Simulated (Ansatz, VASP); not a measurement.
**Si4N in VASP and in Ansatz**

```
Si N
1.0
     5.21748    0.00000    0.00000
    -2.60874    4.51847    0.00000
     0.00000    0.00000    3.29308
Si N
4 1
Direct
  0.50001 0.00000 0.00000
  0.00000 0.50001 0.00000
  0.49999 0.49999 0.00000
  0.00000 0.00000 0.00000
  0.00000 0.00000 0.50000
```

Alike in both runs: functional PBE; k mesh 6 × 6 × 6; occupations gaussian, width 0.1 eV; no spin polarisation.

Ansatz relaxed the structure, and its values are those at the end. VASP's run is a single point on that final structure, the one shown.

```csv
,VASP,Ansatz
version,VASP 6.6.1,Ansatz 0.2.0
potentials or method,"VASP PAW PBE potentials, release 64 (Si, N)","scalar-relativistic, plane waves, PAW"
plane-wave cutoff (eV),520,420
valence electrons in the cell,21,21
```

|  | VASP | Ansatz | Ansatz less VASP |
| --- | --- | --- | --- |
| gap on the k mesh at the Fermi level (eV) | none | none | - |
| pressure (GPa) | 0.0 | 0.1 | +0.07 |

A gap of «none» marks a metal or a gap that the smearing closes. The functional is the same, so the differences come from potentials, cutoffs and numerics.
